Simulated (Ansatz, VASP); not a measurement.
**Cd in VASP and in Ansatz**

```
CELL_PARAMETERS angstrom
0.00000 2.25148 2.25148
2.25148 0.00000 2.25148
2.25148 2.25148 0.00000
ATOMIC_POSITIONS crystal
Cd 0.00000 0.00000 0.00000
```

The cell was built by a generator and needn't be a form met in nature.

Alike in both runs: task single point; functional r2SCAN; k mesh 16 × 16 × 16; occupations gaussian, width 0.05 eV; no spin polarisation.

```csv
,VASP,Ansatz
version,VASP 6.6.1,Ansatz 0.2.0
potentials or method,"VASP PAW PBE potentials, release 64 (Cd)","scalar-relativistic, plane waves, PAW"
plane-wave cutoff (eV),520,500
valence electrons in the cell,12,20
```

Ansatz gave:

- gap on the k mesh at the Fermi level (eV): none
- pressure (GPa): -2.1

Problem. Estimate VASP's values.

Solution. gap on the k mesh at the Fermi level (eV): none; pressure (GPa): -1.9.

A gap of «none» marks a metal or a gap that the smearing closes. With one functional, cell and mesh, what is left measures potentials, basis and numerics. The two sets of potentials don't hold the same shells in valence.

Caveats: the PAW data sets were made with another functional, which shifts forces and pressure a little (VASP).
